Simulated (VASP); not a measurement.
# GaN: convergence, energy difference of two geometries

GaN, P6_3mc (no. 186), 4 atoms in the cell. MS2, energy difference of two geometries; PAW potentials Ga_d, N (PBE set). VASP 6.6.1.

Wanted: energy difference within 0.125 meV/atom.

What the run is for: energy difference; Accuracy asked: tight; Second geometry: last atom moved by 0.04 A along z, cell strained by -1.0% along z.

The series start from Plane-wave cutoff (eV): 520; k-point mesh: 8 × 8 × 5; Precision mode (PREC): Accurate; Electronic threshold (eV): 1e-6; Aspherical gradient terms in the spheres (LASPH): yes; Electronic algorithm: ALGO=Normal. Each series keeps the choices made before it, and each single choice may use up half of a tolerance. Times cover all steps of a run.

## Plane-wave cutoff (eV)

| Plane-wave cutoff (eV) | Energy difference (meV/atom) | Time (s) |
|---|---|---|
| 320 | 1.96 | 54 |
| 400 | 2.43 | 85 |
| 460 | 2.55 | 93 |
| 520 | 2.74 | 98 |
| 600 | 2.60 | 120 |
| 700 | 2.82 | 139 |
| 840 (reference) | 3.35 | 238 |

## k-point mesh

| k-point mesh | Energy difference (meV/atom) | Time (s) |
|---|---|---|
| 3 × 3 × 2 | 2.58 | 61 |
| 4 × 4 × 2 | 3.12 | 58 |
| 4 × 4 × 3 | 3.11 | 54 |
| 5 × 5 × 3 | 3.26 | 113 |
| 7 × 7 × 4 | 3.33 | 128 |
| 8 × 8 × 5 | 3.35 | 238 |
| 10 × 10 × 6 | 3.35 | 210 |
| 13 × 13 × 7 | 3.36 | 367 |
| 16 × 16 × 9 (reference) | 3.36 | 824 |

## Precision mode (PREC)

| Precision mode (PREC) | Energy difference (meV/atom) | Time (s) |
|---|---|---|
| Low | 7.17 | 111 |
| SingleN | 7.17 | 117 |
| Normal | 2.38 | 140 |
| Accurate (reference) | 3.33 | 128 |

## Electronic threshold (eV)

| Electronic threshold (eV) | Energy difference (meV/atom) | Time (s) |
|---|---|---|
| 0.001 | 3.56 | 145 |
| 0.0001 | 3.35 | 178 |
| 1e-5 | 3.34 | 208 |
| 1e-6 | 3.33 | 128 |
| 1e-7 (reference) | 3.33 | 155 |

## Aspherical gradient terms in the spheres (LASPH)

| Aspherical gradient terms in the spheres (LASPH) | Energy difference (meV/atom) | Time (s) |
|---|---|---|
| no | 3.60 | 116 |
| yes (reference) | 3.35 | 178 |

## Electronic algorithm

| Electronic algorithm | Energy difference (meV/atom) | Time (s) |
|---|---|---|
| ALGO=Normal | 3.35 | 178 |
| ALGO=Fast | 3.34 | 217 |
| ALGO=VeryFast | 3.35 | 252 |
| ALGO=All ISEARCH=1 | 3.33 | 191 |
| ALGO=All ISEARCH=0 | 3.33 | 199 |
| ALGO=Damped TIME=0.4 | 3.34 | 164 |
| ALGO=Damped TIME=0.1 | 3.33 | 264 |
| ALGO=Old Fast | 3.34 | 210 |

## Question

The rows run from the loosest to the tightest (no order: electronic algorithm). For each series: choose the loosest value from which every tighter one stays within half of the tolerance; where there is no order, keep the first row unless others stay within half of the tolerance and take at least 30 % less time, and then take the fastest.

## Answer

- Plane-wave cutoff (eV): 840, the tightest run, since the next looser one is off by more than half of the tolerance (convergence isn't shown beyond it)
- k-point mesh: 7 × 7 × 4
- Precision mode (PREC): Accurate, the last of the list; the one before it is off by more than half of the tolerance
- Electronic threshold (eV): 0.0001
- Aspherical gradient terms in the spheres (LASPH): yes, the last of the list; the one before it is off by more than half of the tolerance
- Electronic algorithm: ALGO=Normal

## All choices together

| Input | Energy difference (meV/atom) | Time (s) |
|---|---|---|
| the program's defaults (naive) | 3.73 | 7.6 |
| chosen settings | 3.35 | 178 |
| reference settings throughout | 3.36 | 1093 |

The chosen settings stay within the tolerance of the reference run, but the reference itself isn't shown to be converged in: Plane-wave cutoff (eV).

## The input

INCAR:
```
SYSTEM = GaN
ALGO = Normal
EDIFF = 1E-4
EFERMI = MIDGAP
ENCUT = 840
GGA_COMPAT = .False.
ISIF = 2
ISMEAR = 0
KPAR = 8
LASPH = .True.
LCHARG = .False.
LMIXTAU = .True.
LREAL = .False.
LWAVE = .False.
METAGGA = MS2
NELM = 120
PREC = Accurate
SIGMA = 0.03
```

KPOINTS:
```
Automatic mesh
0
Gamma
  7 7 4
  0 0 0
```

POSCAR.step1:
```
GaN
1.0
    3.1800000000      0.0000000000      0.0000000000
   -1.5900000000      2.7539607840      0.0000000000
    0.0000000000      0.0000000000      5.1660000000
Ga N
2 2
Direct
    0.6666666667      0.3333333333      0.5000000000
    0.3333333333      0.6666666667      0.0000000000
    0.6666666667      0.3333333333      0.8750000000
    0.3333333333      0.6666666667      0.3750000000
```

POSCAR.step2:
```
GaN
1.0
    3.1800000000      0.0000000000      0.0000000000
   -1.5900000000      2.7539607840      0.0000000000
    0.0000000000      0.0000000000      5.1143400000
Ga N
2 2
Direct
    0.6666666700      0.3333333300      0.5000000000
    0.3333333300      0.6666666700      0.0000000000
    0.6666666700      0.3333333300      0.8750000000
    0.3333333300      0.6666666700      0.3827429300
```

Commands (each step's output is kept before the next begins):
```
cat potpaw_PBE.64/Ga_d/POTCAR potpaw_PBE.64/N/POTCAR > POTCAR
cp POSCAR.step1 POSCAR
mpirun -np 8 vasp_std > vasp.out
cp POSCAR.step2 POSCAR
mpirun -np 8 vasp_std > vasp.out
```

The chosen input took VASP 6.6.1 178 s on 8 cores (AMD EPYC 7R43 (Zen 3)), a shared host.

## An input that fails: too few bands

VASP's message: The number of bands is not sufficient to hold all electrons. I am sorry, but this calculation does not make sense. If you want to calculate only selected states, you need to set either EFERMI or EREF. EREF specifies around which energy states are supposed to be calculated. I found NBANDS = 17, NELECT = ….

Changes against the starting input:
```
- NELM = 120
+ NELM = 53
+ NBANDS = 17
```
